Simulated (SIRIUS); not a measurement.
SnO under changes of volume

One of the cells (17.769 Å³/atom); the others are scaled copies at fixed shape and fractional positions:

```
CELL_PARAMETERS angstrom
3.81370 0.00000 0.00000
0.00000 3.81370 0.00000
0.00000 0.00000 4.88691
ATOMIC_POSITIONS crystal
Sn 0.50000 0.00000 0.76463
Sn 0.00000 0.50000 0.23537
O 0.00000 0.00000 0.00000
O 0.50000 0.50000 0.00000
```

The cell is a database's computed one.

* Program: SIRIUS 7.12.0
* Functional: PBEsol
* Potentials or basis: PseudoDojo 0.4.1 PBEsol standard (scalar relativistic)
* Cutoff: 1152 eV
* Density cutoff: 4606 eV
* k mesh: 7 × 7 × 6
* Occupations: fermi-dirac, width 0.05 eV
* Spin: no spin polarisation

```tsv
volume (Å³/atom)	energy over the lowest point (meV/atom)	pressure (GPa)	gap on the mesh (eV)	largest force (eV/Å)
16.703	21.48	6.7	0.13	1.112
17.058	9.26	4.2	0.21	0.767
17.414	2.28	2.0	0.28	0.450
17.769	0.00	0.0	0.35	0.159
18.125	1.94	-1.8	0.42	0.111
18.480	7.67	-3.4	0.48	0.362
18.835	?	?	?	?
```

Problem. What does the run at 18.835 Å³/atom give?

Solution. Energy over the lowest point 16.80 meV/atom; pressure -4.8 GPa; gap on the mesh 0.54 eV; largest force 0.595 eV/Å.

Worked out: A Birch-Murnaghan fit of order 3 (a polynomial in V^(-2/3)) to the other rows has its minimum at 17.78 Å³/atom with B0 = V·E''(V) = 95 GPa and B' = 4.4 at fixed shape and positions, which overstates the stiffness. It gives 16.78 meV/atom at 18.835 Å³/atom, against the run's 16.80, and -dE/dV = -4.8 GPa, against -4.8. A straight line through the other rows of the gap, of slope 3.46 eV per unit of ln V, extrapolates to 0.55 eV, against the run's 0.54.

Energies are extrapolated to zero smearing.

Caveats: spin-orbit coupling is left out, which moves the levels of the heavy elements; an odd mesh through Γ misses points on the zone boundary, where band edges often lie; forces of over 1 eV/Å show positions far from the minimum, so gaps and moduli don't describe the material at rest (some runs).
